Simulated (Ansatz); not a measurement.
An Ansatz (a quantum-chemistry and plane-wave program) run: a single point on BaSnO3 with a change (tensor shear ε_xz = −3.30 %), its geometry relaxed with PBEsol; r2SCAN (Ansatz, PAW, spin-orbit coupling left out), earlier PAW set.

Input:

Ansatz 0.2 input:
```yaml
crystal:
  lattice:
    - [4.1216321234, 0, -0.1360138601]
    - [0, 4.1216321234, 0]
    - [-0.1360138601, 0, 4.1216321234]
  atoms:
    - { symbol: Ba, position: [0, 0, 0] }
    - { symbol: Sn, position: [0.5, 0.5, 0.5] }
    - { symbol: O, position: [0, 0.5, 0.5] }
    - { symbol: O, position: [0.5, 0.5, 0] }
    - { symbol: O, position: [0.5, 0, 0.5] }
basis: { ecutwfc: 500, ecutrho_ratio: 4, xc_grid: 4, fft_grid_basis: typed }
kpoints: { mp_grid: { grid: [8, 8, 8] } }
hamiltonian:
  xc: r2scan
  dispersion: none
  pseudopotentials: { azcp: { folder: ./paw }, kind: paw }
scf: { occupations: { method: fermi_dirac, width: 0.05 }, convergence: { dr2_threshold: 0.0000000005 } }
output: { forces: true, stress: true }
checkpoint: { write: state.ck, write_every: 1000 }
```

Output (explanatory and most iteration lines left out):

```
Pseudopotential: Ba, paw, valence charge 10
Pseudopotential: Sn, paw, valence charge 14
Pseudopotential: O, paw, valence charge 6
Crystal: 5 atoms, lattice volume = 69.941 Å³
Basis set: ecut = 500 eV, 1791 PW (Γ), exchange–correlation on 128×128×128 points (64 copies of the dense FFT grid, shifted against one another)
Bands: 26, of which v1, the nominal top of the filled ones, is band 21 counted from 1 (20 counted from 0)
Symmetry: 8 space group operations
Space group: Cmmm (ITA 65), of the structure as read, at distance tolerance 4.1e-5 Å
k-points: 105 of 512
Functional: x = r2scan, c = r2scan; τ floored in thin density (d = 2e-4 eV/Å³)
SCF iter   1: F=—  HF=-13713.535212 eV  |F-HF|=—  |Δ(HF+E_count)|=         —  Δρ=5.33e-2  dr2=2.26e0  dr2_τ=1.45e-1  ethr=3.10e-3  ⟨swp⟩=11.1  Hψ=17688  notcnv=0
SCF iter   2: F=—  HF=-13713.572577 eV  |F-HF|=—  |Δ(HF+E_count)|=   3.74e-2  Δρ=3.20e-2  dr2=8.69e-1  dr2_τ=1.27e-2  ethr=3.10e-3  ⟨swp⟩=3.9  Hψ=6209  notcnv=0  defer=104
SCF 1 converged in 10 iterations: F = -13713.468752 eV  dr2 = 6.66e-11
SCF converged after 10 iterations
Free energy (F): -13713.468752 eV
Internal energy: -13713.468752 eV  (E = F + TS)
E sigma→0 (E₀):  -13713.468752 eV
Fermi energy:    10.820935 eV
--- Forces (eV/Å), atoms counted from 1 ---
  atom   1  Ba    -0.00000000     0.00000000     0.00000000
  atom   2  Sn     0.00000000    -0.00000000    -0.00000000
  atom   3  O      0.00000000     0.00000000     0.00000000
  atom   4  O      0.00000000    -0.00000000     0.00000000
  atom   5  O     -0.00000000    -0.00000000     0.00000000
--- Stress (GPa, compression-positive) ---
        1.436048       0.000000       7.029732
        0.000000       1.297561       0.000000
        7.029732       0.000000       1.436048
  P = ⅓ Tr σ = 1.3899 GPa (13.899 kbar)
```

Single points use the geometry relaxed with PBEsol. The cells carry an imposed strain or load. No phonon test of stability was made. The cell was made from BaSnO3 in the cubic perovskite structure (space group Pm-3m, No. 221) by this change: tensor shear ε_xz = −3.30 %.
